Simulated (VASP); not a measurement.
TePb:

```xyz
2
Lattice="0.0000 3.2310 3.2310 3.2310 0.0000 3.2310 3.2310 3.2310 0.0000" Properties=species:S:1:pos:R:3 pbc="T T T"
Te    3.2310    3.2310    3.2310
Pb    0.0000    0.0000    0.0000
```

| Item | Value |
| --- | --- |
| Program | VASP 6.6.1 |
| Task | relaxation of cell and atoms |
| Functional | r2SCAN |
| Potentials or basis | VASP PAW PBE potentials, release 64 (Te, Pb_d) |
| Cutoff | 600 eV |
| k mesh | 8 × 8 × 8 |
| Occupations | gaussian, width 0.03 eV |
| Spin | no spin polarisation |

At the start: pressure 1.5 GPa; volume 33.73 Å³/atom.

Q: Where does the relaxation end?

A: Over 3 steps the energy falls by 5.4 meV/atom and the volume is 34.89 Å³/atom (+3.4 %); space group Fm-3m (No. 225, to 0.05 Å).

The path:
```
step  energy change (eV)  largest force (eV/Å)  pressure (GPa)  volume (Å³)
   1              0.0000                0.0000            1.55        67.46
   2             -0.0094                0.0000           -0.53        70.69
   3             -0.0109                0.0000            0.01        69.78
```

Final structure:
```xyz
2
Lattice="0.0000 3.2676 3.2676 3.2676 0.0000 3.2676 3.2676 3.2676 0.0000" Properties=species:S:1:pos:R:3 pbc="T T T"
Te    3.2676    3.2676    3.2676
Pb    0.0000    0.0000    0.0000
```

Caveat: the PAW data sets were made with another functional, which shifts forces and pressure a little.
